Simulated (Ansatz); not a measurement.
The system is CdSe (Cadmoselite).

```
Cd Se
1.0
     4.30000    0.00000    0.00000
    -2.15000    3.72391    0.00000
     0.00000    0.00000    7.02000
Cd Se
2 2
Direct
  0.66667 0.33333 0.50000
  0.33333 0.66667 0.00000
  0.66667 0.33333 0.88500
  0.33333 0.66667 0.38500
```

| Quantity | Value |
| --- | --- |
| Program | Ansatz 0.2.0 |
| Task | relaxation of cell and atoms |
| Functional | RPBE |
| Dispersion | D4 |
| Potentials or basis | Ansatz PAW |
| Cutoff | 420 eV (not typed: the program's choice for these potentials) |
| k mesh | 7 × 7 × 4 |
| Occupations | fermi-dirac, width 0.05 eV |
| Spin | no spin polarisation |

At the start: volume 28.10 Å³/atom.

Q: Where does the relaxation end?

A: It ends after 5 steps and the volume is 28.60 Å³/atom (+1.8 %); space group P6_3mc (No. 186, to 0.05 Å).

Step by step:
| step | energy change (eV) | largest force (eV/Å) | volume (Å³) |
| --- | --- | --- | --- |
| 1 | 0.0000 | 0.2834 | 112.41 |
| 2 | -0.0235 | 0.0211 | 114.68 |
| 3 | -0.0244 | 0.0048 | 114.47 |
| 4 | -0.0245 | 0.0004 | 114.41 |
| 5 | -0.0249 | 0.0004 | 114.41 |

Final structure:
```cif
data_structure
_symmetry_space_group_name_H-M 'P 1'
_symmetry_Int_Tables_number 1
_cell_length_a 4.3299
_cell_length_b 4.3299
_cell_length_c 7.0463
_cell_angle_alpha 90.000
_cell_angle_beta 90.000
_cell_angle_gamma 120.000
_cell_volume 114.41
loop_
_atom_site_label
_atom_site_type_symbol
_atom_site_fract_x
_atom_site_fract_y
_atom_site_fract_z
_atom_site_occupancy
Cd1 Cd 0.66667 0.33333 0.50427 1
Cd2 Cd 0.33333 0.66667 0.00427 1
Se1 Se 0.66667 0.33333 0.88073 1
Se2 Se 0.33333 0.66667 0.38073 1
```

Caveat: the plane-wave basis is chosen anew once the cell has moved, so the energies of steps on either side of that aren't comparable; the PAW data sets come from PBE, with cores solved anew for the run's functional, which leaves a small shift of forces and pressure.
